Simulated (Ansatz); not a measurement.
N (P4_2/mnm) from a database structure (r2SCAN+rVV10 geometry), in Ansatz:

```
N
1.0
     3.96097    0.00000    0.00000
     0.00000    3.96097    0.00000
     0.00000    0.00000    5.13318
N
4
Direct
  0.90241 0.90241 0.00000
  0.59759 0.40241 0.50000
  0.09759 0.09759 0.00000
  0.40241 0.59759 0.50000
```

G0W0@r2SCAN with 302 empty bands, a screening cutoff of 140 eV and a 4×4×4 mesh (PAW, contour deformation) gives 13.297 eV over the mesh points, from an r2SCAN gap of 7.493 eV; it sums over 312 bands with 309 plane waves in the screening and a wave cutoff of 500 eV. No extrapolation in bands, cutoff or mesh was made for G0W0. Spin-unpolarised throughout; all numbers are computed.

Question: Estimate the gap with starting point HSE06.

Answer: 13.606 eV (+0.309 eV), from a Kohn-Sham gap of 9.121 eV.

Question: Another run gave a Kohn-Sham gap of 7.499 eV and a G0W0 gap of 13.258 eV, summing over 312 bands with 309 plane waves in the screening and a wave cutoff of 1252 eV. What was changed?

Answer: Potentials of the kind norm-conserving. The wave cutoff gives it away.
